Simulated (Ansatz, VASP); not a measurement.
## One calculation of LiH, two programs

```
CELL_PARAMETERS angstrom
1.98998 1.98998 0.00000
-1.98998 1.98998 0.00000
0.00000 0.00000 3.86056
ATOMIC_POSITIONS crystal
Li 0.00000 0.00000 0.00000
Li 0.50000 0.50000 0.50000
H 0.50000 0.50000 0.00000
H 0.00000 0.00000 0.50000
```

Change from the starting cell: strain along c alone, the other axes held, atoms relaxed: -3.0 %.

Alike in both runs: task single point; functional PBEsol; k mesh 8 × 8 × 6; occupations gaussian, width 0.02 eV; no spin polarisation.

|  | VASP | Ansatz |
| --- | --- | --- |
| version | VASP 6.6.1 | Ansatz 0.2.0 |
| potentials or method | VASP PAW PBE potentials, release 64 (Li_sv, H) | scalar-relativistic, plane waves, PAW |
| plane-wave cutoff (eV) | 520 | 420 |
| valence electrons in the cell | 8 | 8 |

```tsv
	VASP	Ansatz	Ansatz less VASP
gap on the k mesh at the Fermi level (eV)	2.40	2.40	0.000
least direct gap on the mesh (eV)	2.64	2.64	+0.001
```

With one functional, cell and mesh, what is left measures potentials, basis and numerics.

 A k mesh can miss the band edges.
